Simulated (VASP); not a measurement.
Input of a VASP 6.6.1 run:

Contents of INCAR:

```
PREC = Accurate ; ENCUT = 520
EDIFF = 1E-6 ; ISMEAR = -1
SIGMA = 0.05 ; LREAL = False
LASPH = True ; NELM = 100
ALGO = Fast ; ISIF = 2
LWAVE = False ; LCHARG = False
GGA = PE ; NBANDS = 31
```

File KPOINTS:

```
regular mesh
0
Gamma
  5 5 8
```

File POSCAR:

```
PtSe2
1.0
    5.7812847138      0.0000000000      0.0000000000
    0.0000000000      5.7812847138      0.0000000000
    0.0000000000      0.0000000000      4.0239650174
Pt Se
2 4
Direct
    0.0000000000      0.0000000000      0.0000000000
    0.5000000000      0.5000000000      0.5000000000
    0.3103489427      0.3103489427      0.0000000000
    0.6896510573      0.6896510573      0.0000000000
    0.8103489427      0.1896510573      0.5000000000
    0.1896510573      0.8103489427      0.5000000000
```

Potentials or basis: VASP PAW PBE potentials, release 64 (Pt, Se).

The run is started by

```sh
$ cat potpaw_PBE.64/Pt/POTCAR potpaw_PBE.64/Se/POTCAR > POTCAR
$ mpirun -np 1 vasp_std > vasp.out
```

(1) Predict the pressure.

(2) What does it give for the band gap on the k mesh?

Results:

(1) 0.0 GPa.

(2) none (metal or under the smearing width).
